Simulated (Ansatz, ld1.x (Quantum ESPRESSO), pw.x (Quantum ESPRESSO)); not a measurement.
From atom to crystal: RRKJ potential for carbon (C)

ld1.x (Quantum ESPRESSO) 7.5 input, shortened:

```
&input
   title='C', zed=6., rel=1, dft='PBE', iswitch=3,
   config='[He] 2s2 2p2 3d-2'
 /
 &inputp
   pseudotype=2, tm=.false., rho0=0.001, lloc=-2, rcloc=1.50,
   nlcc=.true., new_core_ps=.true., rcore=1.10
 /
3
2S  1  0   2.00   0.00  1.15  1.15  0.0
2P  2  1   2.00   0.00  3.15  3.15  0.0
3D  3  2  -2.00   0.25  3.40  3.40  0.0
 &test
   configts(1)='2s2 2p2'
 /
```

Crystal test: bcc C in pw.x 7.5, no spin, 18³ k-points, Fermi–Dirac smearing 0.01 Ry, cutoffs 110/440 Ry. The reference is all-electron LAPW (Ansatz 0.2.0) with the same functional, mesh and smearing; V0 and B0 come from Birch–Murnaghan fits to the pressures at five volumes. Errors are pseudo minus all-electron; Δ is the rms difference of the E(V) curves that follow from these fits, minima aligned, over ±6 % about the mean V0. Mesh and smearing are coarse, so the numbers serve the comparison and aren't converged zero-temperature values; the lattice is a test structure that the element need not adopt.

```csv
V (Å³/atom),P all-electron (GPa),P pseudo (GPa)
6.226,15.56,-47.88
6.390,9.46,-42.85
6.554,4.10,-38.57
6.718,-0.60,-34.96
6.882,-4.71,-31.92
```

All-electron: a0 = 2.375 Å (V0 = 6.70 Å³/atom), B0 = 182.8 GPa.

Pseudopotential: mean pressure error (GPa): -44.00. The pressure does not cross zero within the volumes sampled, so no fit is given. The largest radius (3.40 bohr) exceeds half the bond length (1.93 bohr), so the spheres overlap, which is one possible source of error among others. This is a poor potential for the solid. The pseudo pressure rises with volume over the whole range, a mechanical instability. Atomic configuration tests: 1 of 7 tests not solved or not reliable.

Q: At the middle volume, how do free energy and pressure move when the wave cutoff is lowered (ecutrho kept at four times it)?

A:

```csv
cutoff (Ry),shift of F (meV/atom),shift of P (GPa)
50,+276.4,-20.74
66,+67.3,-7.06
88,+6.4,-1.13
```

Input at the middle volume:

```
&control
  calculation='scf', prefix='x', pseudo_dir='./', outdir='./tmp', tstress=.true., disk_io='low'
/
&system
  ibrav=0, nat=1, ntyp=1, ecutwfc=110, ecutrho=440, nbnd=9,
  occupations='smearing', smearing='fd', degauss=0.01
/
&electrons
  conv_thr=1e-09, mixing_beta=0.4, electron_maxstep=70
/
ATOMIC_SPECIES
C 1.0 C.UPF
CELL_PARAMETERS angstrom
  -1.17891406 1.17891406 1.17891406
  1.17891406 -1.17891406 1.17891406
  1.17891406 1.17891406 -1.17891406
ATOMIC_POSITIONS crystal
C 0.0000 0.0000 0.0000
K_POINTS automatic
18 18 18 0 0 0
```

```bash
pw.x < C.scf.in > C.scf.out
```

Lines of the output:

```
Message from routine setup:
     using ibrav=0 with symmetry is DISCOURAGED, use correct ibrav instead
     lattice parameter (alat)  =       3.8587  a.u.
     unit-cell volume          =      44.2286 (a.u.)^3
     number of electrons       =         4.00
     number of Kohn-Sham states=            9
     kinetic-energy cutoff     =     110.0000  Ry
     charge density cutoff     =     440.0000  Ry
     scf convergence threshold =      1.0E-09
     Exchange-correlation= PBE
     number of k points=   195  Fermi-Dirac smearing, width (Ry)=  0.0100
     iteration #  1     ecut=   110.00 Ry     beta= 0.40
     total energy              =     -10.77743150 Ry
     estimated scf accuracy    <       0.00185223 Ry
     iteration #  2     ecut=   110.00 Ry     beta= 0.40
     total energy              =     -10.77750531 Ry
     estimated scf accuracy    <       0.00062771 Ry
     iteration #  3     ecut=   110.00 Ry     beta= 0.40
     total energy              =     -10.77753578 Ry
     estimated scf accuracy    <       0.00000539 Ry
     iteration #  4     ecut=   110.00 Ry     beta= 0.40
     total energy              =     -10.77753725 Ry
     estimated scf accuracy    <       0.00000003 Ry
     iteration #  5     ecut=   110.00 Ry     beta= 0.40
     total energy              =     -10.77753739 Ry
     estimated scf accuracy    <          1.8E-09 Ry
     iteration #  6     ecut=   110.00 Ry     beta= 0.40
     total energy              =     -10.77753737 Ry
     estimated scf accuracy    <       0.00000008 Ry
     iteration #  7     ecut=   110.00 Ry     beta= 0.40
     the Fermi energy is    12.3084 ev
!    total energy              =     -10.77753737 Ry
     estimated scf accuracy    <          7.8E-12 Ry
     smearing contrib. (-TS)   =      -0.00161732 Ry
     The total energy is F=E-TS. E is the sum of the following terms:
     one-electron contribution =       5.41658491 Ry
     hartree contribution      =       0.15810874 Ry
     xc contribution           =      -3.28231994 Ry
     ewald contribution        =     -13.06829376 Ry
     convergence has been achieved in   7 iterations
          total   stress  (Ry/bohr**3)                   (kbar)     P=     -385.72
```

The run at the middle volume (195 k-points, 7 iterations) took about 13 s on one core of a shared host (Neoverse-V2, 96 threads, 742 GiB, load 70).
